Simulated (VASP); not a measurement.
Set up this calculation in VASP 6.6.1, as the native input.

```yaml
Task: relaxation of the atoms
Functional: PBE
Potentials_or_basis: VASP PAW PBE potentials, release 64 (Ag, Cl)
Cutoff: 600 eV
k_mesh: 8 × 8 × 8
Occupations: gaussian, width 0.03 eV
Spin: no spin polarisation
Further_INCAR_settings: ALGO = Normal; EDIFF = 1e-07; IBRION = 2; EDIFFG = -0.01; NSW = 40
```

The structure of AgCl (Chlorargyrite) lies in POSCAR:

```
AgCl                                    
1.0
    0.0000000000      2.8401076008      2.8401076008
    2.8401076008      0.0000000000      2.8401076008
    2.8401076008      2.8401076008      0.0000000000
  Ag              Cl            
     1     1
Direct
     0.0000000000000000    0.0000000000000000    0.0000000000000000
     0.5000000000000000    0.5000000000000000    0.5000000000000000
```

The cell isn't the ideal one: a relaxed cell with its volume scaled by 1.04.

The input as run:

INCAR

```
SYSTEM = AgCl
PREC = Accurate
ENCUT = 600
EDIFF = 1E-7
ISMEAR = 0
SIGMA = 0.03
LREAL = .False.
LASPH = .True.
NELM = 80
ALGO = Normal
ISIF = 2
LWAVE = .False.
LCHARG = .False.
GGA = PE
IBRION = 2
NSW = 40
EDIFFG = -0.01
```

KPOINTS

```
regular mesh
0
Gamma
  8 8 8
  0 0 0
```

Potentials or basis: VASP PAW PBE potentials, release 64 (Ag, Cl).

Launch:

```bash
$ cat potpaw_PBE.64/Ag/POTCAR potpaw_PBE.64/Cl/POTCAR > POTCAR
$ mpirun -np 1 vasp_std > vasp.out
```

Results of the run:

```
Pressure after relaxing : -1.5 GPa
Band gap on the k mesh  : 0.94 eV, indirect (least direct gap 2.97 eV)
```

Caveat: the relaxation stopped at its first step, so nothing moved.

It took 7.5 s on 1 thread of Intel(R) Xeon(R) 6975P-C (Granite Rapids), with other jobs on the host, peak memory 0.18 GiB.
